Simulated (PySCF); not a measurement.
Isomers of C3H9N.

All values: CAM-B3LYP/def2-SVPD (PySCF) at PBE0-D3(BJ)/def2-SVP geometries, gas phase, one conformer each. Core orbitals are frozen in the response; Δα² is half the sum of the squared differences of the principal polarisabilities.

**Question.** Rank by vertical ionisation energy (ΔSCF), highest first.
A. `CN(C)C`
B. `[CH3:1][CH:2]([CH3:3])[NH2:4]` with C1–C2–N4–H 178° and 61° (2-propanamine)
C. `[CH3:1][CH2:2][NH:3][CH3:4]` with C1–C2–N3–C4 180°

**Answer.** B (9.43 eV), C (8.75 eV), A (8.33 eV).

**Question.** Rank by HOMO energy, highest first.
A. `[CH3:1][CH2:2][NH:3][CH3:4]` with C1–C2–N3–C4 180°
B. `[CH3:1][CH2:2][CH2:3][NH2:4]` with C1–C2–C3–N4 -178°, C2–C3–N4–H -66° and 177°
C. `CN(C)C`

**Answer.** C (-7.47 eV), A (-7.79 eV), B (-8.34 eV).

All values together:

```csv
SMILES,μ (D),HOMO (eV),LUMO (eV),α (Å³),Δα (Å³),ΔSCF removal energy (eV)
CCCN,1.26,-8.34,1.49,7.26,1.51,9.47
CN(C)C,0.51,-7.47,1.38,7.39,0.82,8.33
CC(C)N,1.32,-8.37,1.36,7.27,0.83,9.43
CCNC,0.92,-7.79,1.46,7.36,1.68,8.75
```

Conformers: `[CH3:1][CH2:2][CH2:3][NH2:4]` with C1–C2–C3–N4 -178°, C2–C3–N4–H -66° and 177°; `[CH3:1][CH:2]([CH3:3])[NH2:4]` with C1–C2–N4–H 178° and 61°; `[CH3:1][CH2:2][NH:3][CH3:4]` with C1–C2–N3–C4 180°.
